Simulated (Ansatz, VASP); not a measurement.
# Al2Cu in VASP and in Ansatz

INCAR

```
SYSTEM = Al2Cu
PREC = Accurate
ENCUT = 600
EDIFF = 1E-7
ISMEAR = -1
SIGMA = 0.05
LREAL = .FALSE.
LASPH = .TRUE.
NELM = 80
ALGO = Normal
ISIF = 3
LWAVE = .FALSE.
LCHARG = .FALSE.
GGA = B5
ALDAX = 1.0
AGGAX = 1.0
AGGAC = 1.0
ALDAC = 0.0
IBRION = 2
NSW = 60
EDIFFG = -0.01
```

File KPOINTS:

```
regular mesh
0
G
  7 7 9
  0 0 0
```

Contents of POSCAR:

```
Al2Cu
1.0
    4.1051820000      0.0000000000      0.0000000000
    0.0000000000      4.1051820000      0.0000000000
    0.0000000000      0.0000000000      2.8913130000
Cu Al
1 2
Direct
    0.0000000000      0.0000000000      0.0000000000
    0.0000000000      0.5000000000      0.5000000000
    0.5000000000      0.0000000000      0.5000000000
```

File input.yaml:

```yaml
crystal:
  lattice:
    - [4.105182, 0.0, 0.0]
    - [0.0, 4.105182, 0.0]
    - [0.0, 0.0, 2.891313]
  atoms:
    - { symbol: Cu, position: [0.0, 0.0, 0.0] }
    - { symbol: Al, position: [0.0, 0.5, 0.5] }
    - { symbol: Al, position: [0.5, 0.0, 0.5] }
hamiltonian:
  xc: blyp
  pseudopotentials: { kind: paw }
kpoints:
  mp_grid: { grid: [7, 7, 9] }
scf:
  occupations: { method: fermi_dirac, width: 0.05 }
output:
  forces: true
  stress: true
  eigenvalues: true
relax:
  f_tol: 0.01
  max_steps: 40
  cell: { stress_tol: 0.05 }
```

The cell comes from a database or a generator and needn't be the stable form of this composition.

Alike in both runs: task relaxation of cell and atoms; functional BLYP; k mesh 7 × 7 × 9; occupations fermi-dirac, width 0.05 eV; no spin polarisation.

```csv
,VASP,Ansatz
version,VASP 6.6.1,Ansatz 0.2.0
potentials or method,"VASP PAW PBE potentials, release 64 (Cu, Al)",Ansatz PAW
plane-wave cutoff (eV),600,420
valence electrons in the cell,17,25
```

Ansatz gave:

* gap on the k mesh at the Fermi level, each at its own relaxed structure (eV): none
* relaxed volume (Å³/atom): 17.10
* relaxed cell length with the largest relative difference (Å): 2.961
* energy change over the relaxation (meV/atom): -11

Problem. Which values does VASP return?

Solution. gap on the k mesh at the Fermi level, each at its own relaxed structure (eV): none; relaxed volume (Å³/atom): 17.18; relaxed cell length with the largest relative difference (Å): 2.966; energy change over the relaxation (meV/atom): -12.

A gap of «none» marks a metal or a gap that the smearing closes. The two sets of potentials don't hold the same shells in valence.

Caveats: the PAW data sets were made with another functional, which shifts forces and pressure a little (VASP); the plane-wave basis is chosen anew once the cell has moved, so the energies of steps on either side of that aren't comparable (Ansatz); the PAW data sets come from PBE, with cores solved anew for the run's functional, which leaves a small shift of forces and pressure (Ansatz).
